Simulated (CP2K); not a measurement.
# Ag under changes of volume

One of the cells (17.048 Å³/atom); the others are scaled copies at fixed shape and fractional positions:

```
CELL_PARAMETERS angstrom
2.88888 0.00000 0.00000
1.44444 2.50185 0.00000
1.44444 0.83395 2.35876
ATOMIC_POSITIONS crystal
Ag 0.00000 0.00000 0.00000
```

- Program: CP2K 2026.2
- Functional: LDA
- Potentials or basis: GTH_POTENTIALS Ag GTH-PADE-q11; TZVP-MOLOPT-PBE-GTH basis
- Density cutoff: 6123 eV
- k mesh: 11 × 11 × 11
- Occupations: fermi-dirac, width 0.05 eV
- Spin: no spin polarisation

```csv
volume (Å³/atom),energy over the lowest point (meV/atom),pressure (GPa)
16.025,0.00,-0.1
16.366,3.39,-3.0
16.707,12.53,-5.5
17.048,26.64,-7.6
17.389,45.03,-9.5
17.730,?,?
18.071,92.09,-12.4
```

Q: What does the run at 17.730 Å³/atom give?

A: Energy over the lowest point 67.03 meV/atom; pressure -11.0 GPa.

Worked out: A Birch-Murnaghan fit of order 3 (a polynomial in V^(-2/3)) to the other rows has its minimum at 16.02 Å³/atom, just outside them, with B0 = V·E''(V) = 149 GPa and B' = 6.0. It gives 67.01 meV/atom at 17.730 Å³/atom, against the run's 67.03, and -dE/dV = -11.1 GPa, against -11.0.

Energies are extrapolated to zero smearing.

Caveats: the basis of atomic orbitals isn't converged, which shifts pressures, moduli and gaps.
